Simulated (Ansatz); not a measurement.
All numbers below come from Ansatz 0.2.0, DFT PBE, scalar-relativistic, plane waves, PAW. Settings: cutoff 420 eV, Γ-centred meshes spaced at most about 0.3 Å⁻¹, and about 0.25 Å⁻¹ or finer for metals (2π included), Gaussian smearing. No spin polarisation in the final relaxations.

All energies are static (0 K, no zero-point motion). All come from trial cells, and lower structures may exist.

Task: Which of these relaxed structures of Tl is the lowest in energy?
A. Space group Pm-3m (No. 221), cubic, a = 3.252 Å. Tl is surrounded by 6 Tl at 3.25 Å.
B. Space group P6/mmm (No. 191), hexagonal, a = 3.410 Å, c = 3.271 Å. Tl is surrounded by 8 Tl at 3.27–3.41 Å.

Result: B. It has the simple hexagonal type, space group P6/mmm (No. 191); the next, A, with the simple cubic type, space group Pm-3m (No. 221), lies 54 meV/atom higher. Counting all near atoms (those within 1.25 times the shortest distance at each site), the lowest has Tl 8 and the next has Tl 6.

Spin–orbit coupling, which can matter for Tl, is left out. Cells relaxed within their symmetry can be saddle points. The part of the Crystallography Open Database at hand lists Tl in space groups No. 194, 225, 229; no cell shown has one of them. Some types were kept out of the candidates beforehand, so the set may lack a known form.
